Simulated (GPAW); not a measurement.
The system is TiO2.

```
CELL_PARAMETERS angstrom
4.59984 0.00000 0.00000
0.00000 4.59984 0.00000
0.00000 0.00000 2.95921
ATOMIC_POSITIONS crystal
Ti 0.00000 0.00000 0.50000
Ti 0.50000 0.50000 0.00000
O 0.30432 0.30432 0.50000
O 0.19568 0.80432 0.00000
O 0.80432 0.19568 0.00000
O 0.69568 0.69568 0.50000
```

The cell is a database's computed one.

Base run:

| Quantity | Value |
| --- | --- |
| Program | GPAW 26.7.0 |
| Functional | PBEsol |
| Potentials or basis | PAW data sets generated in the run's folder for this functional |
| Cutoff | 800 eV |
| Basis | pw |
| k mesh | 4 × 4 × 7 |
| Occupations | fermi-dirac, width 0.05 eV |
| Spin | no spin polarisation |
| Hubbard terms | Ti d U = 3 eV |

Its results: band gap on the k mesh 2.30 eV, direct; pressure 2.0 GPa; largest force 0.014 eV/Å.

After a change of settings the same cell gave: band gap on the k mesh 1.98 eV, direct; pressure -0.3 GPa; largest force 0.016 eV/Å. Which change was it?
A. hubbard terms from Ti d U = 3 eV to none
B. hubbard terms from Ti d U = 3 eV to Ti d U = 1 eV
C. k mesh from 4 × 4 × 7 to 6 × 6 × 9; hubbard terms from Ti d U = 3 eV to none
D. hubbard terms from Ti d U = 3 eV to Ti d U = 6 eV

B.

Not every run made on this cell is shown here.
